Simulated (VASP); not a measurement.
A run of VASP 6.6.1 is set up as follows.

The input INCAR:

```
SYSTEM = SrO
ALGO     = Normal         ! electronic algorithm
EDIFF    = 1E-7           ! SCF threshold, eV
EDIFFG   = -0.01          ! ionic threshold
ENCUT    = 300            ! plane-wave cutoff, eV
GGA      = PE             ! functional
IBRION   = 2              ! ionic algorithm
ISIF     = 2              ! what is computed and relaxed
ISMEAR   = 0              ! smearing method
LASPH    = .True.         ! aspherical terms in the spheres
LCHARG   = .False.        ! write CHGCAR
LREAL    = .False.        ! projectors in reciprocal space
LWAVE    = .False.        ! write WAVECAR
NELM     = 80             ! most SCF steps
NSW      = 40             ! ionic steps
PREC     = Accurate       ! precision mode
SIGMA    = 0.03           ! smearing width, eV
```

File KPOINTS:

```
k-points
0
Gamma
  5 5 5
  0 0 0
```

The input POSCAR:

```
SrO                                     
1.0
   -0.0000000000      2.6273954904      2.6273954904
    2.6273954904      0.0000000000      2.6273954904
    2.6273954904      2.6273954904     -0.0000000000
  Sr              O             
     1     1
Direct
     0.5000000000000000    0.5000000000000000    0.5000000000000000
     0.0000000000000000    0.0000000000000000    0.0000000000000000
```

Potentials or basis: VASP PAW PBE potentials, release 64 (Sr_sv, O_s).

The run is started by

```console
$ cat potpaw_PBE.64/Sr_sv/POTCAR potpaw_PBE.64/O_s/POTCAR > POTCAR
$ mpirun -np 1 vasp_std > vasp.out
```

(1) Estimate the band gap on the k mesh.

## Answers

(1) 3.47 eV, indirect (least direct gap 3.54 eV).

Caveat: the relaxation stopped at its first step, so nothing moved; an odd mesh through Γ misses points on the zone boundary, where band edges often lie.
